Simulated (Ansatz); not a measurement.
Relaxed-ion elastic tensor of RuO₂ (rutile, space group No. 136) in GPa (Voigt order), plane-wave PAW PBE (Ansatz code); density 6.93 g/cm³, 10.63 Å³ per atom.

```tsv
	1	2	3	4	5	6
1	293	235	192	0.0	0.0	0.0
2	235	293	192	0.0	0.0	0.0
3	192	192	518	0.0	0.0	0.0
4	0.0	0.0	0.0	112	0.0	0.0
5	0.0	0.0	0.0	0.0	112	0.0
6	0.0	0.0	0.0	0.0	0.0	214
```

Is the crystal mechanically stable?

Yes: the smallest eigenvalue of C is 57.6 GPa.

Work out the Voigt, Reuss and Hill averages.

K_V = 260, K_R = 251, K_H = 256; G_V = 120, G_R = 76.9, G_H = 98.4 GPa.

Give Young's modulus, Poisson's ratio, Pugh's ratio and the universal anisotropy index.

E = 9KG/(3K + G) = 262 GPa; ν = 0.33; K/G = 2.60 (ductile by the Pugh limit of 1.75); A_U = 5G_V/G_R + K_V/K_R − 6 = 2.84.

Estimate the sound speeds and the Debye temperature.

v_l = √((K + 4G/3)/ρ) = 7470 m/s, v_t = √(G/ρ) = 3770 m/s, mean 4230 m/s; Θ = (h/k)(3n/4πV)^(1/3) v_m = 572 K.

Solve the Christoffel equation for the three sound speeds along x, y, z.

Eigenvalues of C_ijkl n_j n_l equal ρv². In km/s, slowest first: x 4.03, 5.56, 6.50; y 4.03, 5.56, 6.50; z 4.03, 4.03, 8.65.

How much does each axis shrink under pressure?

Linear compressibilities β_i = Σ_j S_ij (j = 1 to 3): x 1.6, y 1.6, z 0.72 per TPa.

Space group P4_2/mnm (rutile). Symmetry was held in the PBE relaxation; of distortions, only those at the zone centre were tested. No spin polarisation was allowed. As this level gives no gap, shear constants depend on the k-mesh and smearing (Fermi–Dirac, 0.1 eV here). On the denser mesh and wider smearing of the elastic run this cell carries a stress of 0.3 GPa.

Potentials: the later of the program's two PAW sets.
